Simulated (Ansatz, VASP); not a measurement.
One calculation of Sn, two programs

```
Sn
1.0
    -2.94014    2.94014    1.59930
     2.94014   -2.94014    1.59930
     2.94014    2.94014   -1.59930
Sn
2
Direct
  0.75000 0.25000 0.50000
  0.00000 0.00000 0.00000
```

Alike in both runs: task single point; functional r2SCAN; k mesh 6 × 6 × 6; occupations gaussian, width 0.1 eV; no spin polarisation.

```csv
,VASP,Ansatz
version,VASP 6.6.1,Ansatz 0.2.0
potentials or method,"VASP PAW PBE potentials, release 64 (Sn_d)","scalar-relativistic, plane waves, PAW"
plane-wave cutoff (eV),520,500
valence electrons in the cell,28,28
```

|  | VASP | Ansatz | Ansatz less VASP |
| --- | --- | --- | --- |
| gap on the k mesh at the Fermi level (eV) | none | none | - |
| pressure (GPa) | -0.2 | -0.2 | +0.03 |
| largest component of the traceless stress (GPa) | 0.89 | 0.89 | +0.003 |

A gap of «none» marks a metal or a gap that the smearing closes.

Caveats: the k mesh is coarse (spacing up to 0.37 Å⁻¹), so the values aren't converged; the PAW data sets were made with another functional, which shifts forces and pressure a little (VASP).
